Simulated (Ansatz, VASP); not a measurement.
## Two plane-wave programs on Sn

```
Sn
1.0
    -3.16717    3.16717    1.37824
     3.16717   -3.16717    1.37824
     3.16717    3.16717   -1.37824
Sn
2
Cartesian
  0.0000 3.1672 0.6891
  0.0000 0.0000 0.0000
```

Alike in both runs: task single point; functional PBEsol; k mesh 18 × 18 × 18; occupations gaussian, width 0.15 eV; no spin polarisation.

|  | VASP | Ansatz |
| --- | --- | --- |
| version | VASP 6.6.1 | Ansatz 0.2.0 |
| potentials or method | VASP PAW PBE potentials, release 64 (Sn_d) | scalar-relativistic, plane waves, PAW |
| plane-wave cutoff (eV) | 520 | 420 |
| valence electrons in the cell | 28 | 28 |

|  | VASP | Ansatz | Ansatz less VASP |
| --- | --- | --- | --- |
| gap on the k mesh at the Fermi level (eV) | none | none | - |
| pressure (GPa) | 3.0 | 3.1 | +0.08 |
| largest component of the traceless stress (GPa) | 14.18 | 14.22 | +0.039 |

A gap of «none» marks a metal or a gap that the smearing closes.

Caveats: the PAW data sets were made with another functional, which shifts forces and pressure a little (VASP).
